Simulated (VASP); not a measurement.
Runs of VASP 6.6.1 on ZnSe. Symmetry: F-43m, No. 216, cubic system. The conventional cell has a = 5.665 Å, b = 5.665 Å, c = 5.665 Å, α = 90.00°, β = 90.00°, γ = 90.00°. Around Zn (site symmetry -43m) lie 4 Se at 2.45 Å. Se (site symmetry -43m) is surrounded by 4 Zn at 2.45 Å. The cell is a database's computed one.

```csv
task,level,potentials or basis,cell,k mesh,cutoff (eV),mesh quality,gap on the mesh (eV),pressure (GPa),relaxed volume (Å³/atom)
relaxation of cell and atoms,PBEsol,"VASP PAW PBE potentials, release 64 (Zn, Se)",relaxed,4 × 4 × 4,600,coarse,1.19,0.0,(b)
relaxation of cell and atoms,RPBE,"VASP PAW PBE potentials, release 64 (Zn, Se)",relaxed,8 × 8 × 8,600,not flagged,(c),0.0,24.56
relaxation of cell and atoms,PBEsol,"VASP PAW PBE potentials, release 64 (Zn, Se)",relaxed,8 × 8 × 8,580,not flagged,1.23,0.0,22.43
relaxation of cell and atoms,PBE+D3(BJ),"VASP PAW PBE potentials, release 64 (Zn, Se)",relaxed,8 × 8 × 8,600,not flagged,1.30,0.0,22.68
relaxation of cell and atoms,PBE,"VASP PAW PBE potentials, release 64 (Zn, Se)",relaxed,8 × 8 × 8,600,not flagged,(a),0.0,23.63
relaxation of cell and atoms,PBEsol,"VASP PAW PBE potentials, release 64 (Zn, Se)",relaxed,8 × 8 × 8,600,not flagged,1.23,0.0,22.43
relaxation of cell and atoms,LDA,"VASP PAW LDA potentials, release 64 (Zn, Se)",relaxed,8 × 8 × 8,600,not flagged,1.27,0.0,21.67
single point,PBEsol,"VASP PAW PBE potentials, release 64 (Zn, Se)",as given,8 × 8 × 8,520,not flagged,1.18,-0.8,-
```

Alike in all rows: no spin polarisation; smearing gaussian 0.02 eV.

Problem. Estimate the missing entries.

Solution. (a) 1.14; (b) 22.56; (c) 1.16.

Caveats: some runs use coarse meshes; the PAW data sets were made with another functional, which shifts forces and pressure a little (some runs).

A k mesh can miss the band edges, and the runs leave out spin-orbit coupling on Se.

Not every run made on this cell is shown here.
